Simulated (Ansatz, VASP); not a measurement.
**Two plane-wave programs on Pb**

The input INCAR:

```
SYSTEM = Pb
PREC = Accurate
ENCUT = 520
EDIFF = 1E-6
ISMEAR = 0
SIGMA = 0.1
LREAL = .FALSE.
LASPH = .TRUE.
NELM = 100
ALGO = Normal
ISIF = 2
LWAVE = .FALSE.
LCHARG = .TRUE.
GGA = PS
LELF = .TRUE.
LVHAR = .TRUE.
NBANDS = 13
```

The input KPOINTS:

```
regular mesh
0
G
  14 14 14
  0 0 0
```

Contents of POSCAR:

```
Pb
1.0
    0.0000000000      2.4913339010      2.4913339010
    2.4913339010      0.0000000000      2.4913339010
    2.4913339010      2.4913339010      0.0000000000
Pb
1
Direct
    0.0000000000      0.0000000000      0.0000000000
```

Input for Ansatz:

```yaml
crystal:
  lattice:
    - [0.0, 2.4913339061, 2.4913339061]
    - [2.4913339061, 0.0, 2.4913339061]
    - [2.4913339061, 2.4913339061, 0.0]
  atoms:
    - { symbol: Pb, position: [0.0, 0.0, 0.0] }
basis:
  ecutwfc: 420
kpoints:
  mp_grid: { grid: [14, 14, 14] }
hamiltonian:
  xc: pbesol
scf:
  occupations: { method: gaussian, width: 0.1 }
output:
  forces: true
  stress: true
  eigenvalues: true
```

Alike in both runs: task single point; functional PBEsol; k mesh 14 × 14 × 14; occupations gaussian, width 0.1 eV; no spin polarisation.

|  | VASP | Ansatz |
| --- | --- | --- |
| version | VASP 6.6.1 | Ansatz 0.2.0 |
| potentials or method | VASP PAW PBE potentials, release 64 (Pb_d) | scalar-relativistic, plane waves, PAW |
| plane-wave cutoff (eV) | 520 | 420 |
| valence electrons in the cell | 14 | 14 |

|  | VASP | Ansatz | Ansatz less VASP |
| --- | --- | --- | --- |
| gap on the k mesh at the Fermi level (eV) | none | none | - |
| pressure (GPa) | -1.4 | -1.3 | +0.08 |

A gap of «none» marks a metal or a gap that the smearing closes.

Caveats: the PAW data sets were made with another functional, which shifts forces and pressure a little (VASP). The runs have no spin-orbit coupling, so splittings on Pb are missing.
